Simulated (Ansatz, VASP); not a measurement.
# One calculation of In, two programs

The input INCAR:

```
ALGO = Normal
EDIFF = 1E-6
ENCUT = 520
GGA = PE
ISIF = 2
ISMEAR = 0
LASPH = T
LCHARG = T
LELF = T
LREAL = F
LVHAR = T
LWAVE = F
NBANDS = 12
NELM = 100
PREC = Accurate
SIGMA = 0.1
```

File KPOINTS:

```
k-points
0
Gamma
  18 18 18
```

Contents of POSCAR:

```
In
1.0
   -1.7324595743      1.7324595743      1.7324595743
    1.7324595743     -1.7324595743      1.7324595743
    1.7324595743      1.7324595743     -1.7324595743
In
1
Direct
    0.0000000000      0.0000000000      0.0000000000
```

Input for Ansatz:

```yaml
crystal:
  lattice:
    - [-1.7324595743, 1.7324595743, 1.7324595743]
    - [1.7324595743, -1.7324595743, 1.7324595743]
    - [1.7324595743, 1.7324595743, -1.7324595743]
  atoms:
    - { symbol: In, position: [0.0, 0.0, 0.0] }
basis:
  ecutwfc: 420
kpoints:
  mp_grid: { grid: [18, 18, 18] }
hamiltonian:
  xc: pbe
scf:
  occupations: { method: gaussian, width: 0.1 }
output:
  forces: true
  stress: true
  eigenvalues: true
```

Alike in both runs: task single point; functional PBE; k mesh 18 × 18 × 18; occupations gaussian, width 0.1 eV; no spin polarisation.

|  | VASP | Ansatz |
| --- | --- | --- |
| version | VASP 6.6.1 | Ansatz 0.2.0 |
| potentials or method | VASP PAW PBE potentials, release 64 (In_d) | scalar-relativistic, plane waves, PAW |
| plane-wave cutoff (eV) | 520 | 420 |
| valence electrons in the cell | 13 | 13 |

```tsv
	VASP	Ansatz	Ansatz less VASP
gap on the k mesh at the Fermi level (eV)	none	none	-
pressure (GPa)	21.1	21.1	+0.04
```

A gap of «none» marks a metal or a gap that the smearing closes.

Caveats: so large a pressure means that the cell lies far from this level's equilibrium, or that cutoff or potentials fall short (VASP).
